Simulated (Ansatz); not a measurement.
Lu (bcc)

Level of theory: DFT, HSE06, scalar-relativistic, no spin polarisation; plane waves to 420 eV with PAW datasets (Ansatz 0.2.0), Γ-centred 8×8×8 mesh, 0.05 eV Gaussian smearing. The datasets are Ansatz's generated set soft_2.

```cif
data_structure
_symmetry_space_group_name_H-M 'P 1'
_symmetry_Int_Tables_number 1
_cell_length_a 3.4471
_cell_length_b 3.4471
_cell_length_c 3.4471
_cell_angle_alpha 109.471
_cell_angle_beta 109.471
_cell_angle_gamma 109.471
_cell_volume 31.53
loop_
_atom_site_label
_atom_site_type_symbol
_atom_site_fract_x
_atom_site_fract_y
_atom_site_fract_z
_atom_site_occupancy
Lu1 Lu 0.00000 0.00000 0.00000 1
```

At room temperature and ambient pressure Lu is hcp.

The volume is at zero pressure for this level.

Path: Γ–H–N–Γ–P–H | P–N, with Γ = (0.000, 0.000, 0.000), H = (0.500, -0.500, 0.500), N = (0.000, 0.000, 0.500), P = (0.250, 0.250, 0.250) in reciprocal vectors of the calculation's cell.

Levels between -6 and 4 eV from the Fermi level at the path's named points:
```tsv
point	below E_F (eV)	above E_F (eV)
Γ		2.76 2.76 2.76
H	-1.58 -1.58	
N	-2.64 0.00	0.97
P	-0.21 -0.21 -0.21
```

Task: By these bands, is it a metal or an insulator, and if it has a gap, where are the band edges on this path?

Result: A metal: bands cross the Fermi level.

With 25 valence electrons in the calculation's cell and no magnetic order, the bands, two electrons each, can't all be full or empty: band theory demands a metal. (Only strong correlation, outside this picture, could make a Mott insulator of it.)

For elements this heavy, spin–orbit coupling would shift levels and gaps; it isn't included here. For a metal under a hybrid functional this mesh is coarse.
